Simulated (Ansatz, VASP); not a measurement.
## BiTe in VASP and in Ansatz

Contents of INCAR:

```
SYSTEM = BiTe
PREC = Accurate ; ENCUT = 520
EDIFF = 1E-6 ; ISMEAR = -5
SIGMA = 0.1 ; LREAL = .False.
LASPH = .True. ; NELM = 150
ALGO = Normal ; ISIF = 2
LWAVE = .False. ; LCHARG = .False.
LNONCOLLINEAR = .True. ; MAGMOM = 0 0 0.5 0 0 0
LORBIT = 11 ; GGA = RE
IVDW = 13 ; NBANDS = 33
```

File KPOINTS:

```
regular mesh
0
Gamma
  7 7 7
  0 0 0
```

The input POSCAR:

```
BiTe
1.0
    0.0000000000      3.2350000000      3.2350000000
    3.2350000000      0.0000000000      3.2350000000
    3.2350000000      3.2350000000      0.0000000000
Bi Te
1 1
Direct
    0.0000000000      0.0000000000      0.0000000000
    0.5000000000      0.5000000000      0.5000000000
```

input.yaml

```yaml
crystal:
  lattice:
    - [0.0, 3.235, 3.235]
    - [3.235, 0.0, 3.235]
    - [3.235, 3.235, 0.0]
  atoms:
    - { symbol: Bi, position: [0.0, 0.0, 0.0], spin: 0.5, spin_axis: [0.0, 0.0, 0.5] }
    - { symbol: Te, position: [0.5, 0.5, 0.5] }
hamiltonian:
  xc: revpbe
  pseudopotentials: { kind: paw }
  dispersion: d4
magnetization:
  noncollinear: true
  spin_orbit: false
kpoints:
  mp_grid: { grid: [7, 7, 7] }
scf:
  occupations: { method: tetrahedron }
output:
  forces: true
  stress: true
```

Alike in both runs: task single point; functional revPBE; dispersion D4; k mesh 7 × 7 × 7; occupations tetrahedron; non-collinear spin.

|  | VASP | Ansatz |
| --- | --- | --- |
| version | VASP 6.6.1 | Ansatz 0.2.0 |
| potentials or method | VASP PAW PBE potentials, release 64 (Bi_d, Te) | Ansatz PAW |
| plane-wave cutoff (eV) | 520 | 420 |
| valence electrons in the cell | 21 | 31 |

Ansatz gave:

| Quantity | Value |
| --- | --- |
| gap on the k mesh at the Fermi level (eV) | none |
| pressure (GPa) | -1.8 |
| largest component of the traceless stress (GPa) | 0.00 |
| net moment per atom (μB) | 0.00 |
| size of the moment on the site where the two differ most (μB) | 0.00 |
| dispersion energy (meV/atom) | -754.0 |

Q: Which values does VASP return?

A: gap on the k mesh at the Fermi level (eV): none; pressure (GPa): -1.9; largest component of the traceless stress (GPa): 0.08; net moment per atom (μB): 0.14; size of the moment on the site where the two differ most (μB): 0.13; dispersion energy (meV/atom): -753.8.

The net moments differ so much that the two runs ended in different magnetic states, which moves the other rows too. Site moments also hang on the region over which each program counts them. A gap of «none» marks a metal or a gap that the smearing closes. The two sets of potentials don't hold the same shells in valence.

Caveats: spin-orbit coupling is left out, which moves the levels of the heavy elements; pairwise dispersion overbinds metals, which lowers pressure and volume; the PAW data sets were made with another functional, which shifts forces and pressure a little (VASP); tetrahedron occupations give inexact forces and stress in metals (VASP); the PAW data sets come from PBE, with cores solved anew for the run's functional, which leaves a small shift of forces and pressure (Ansatz); with tetrahedron occupations forces and stress needn't match the slope of the energy (Ansatz); the starting moments weren't kept (Ansatz).
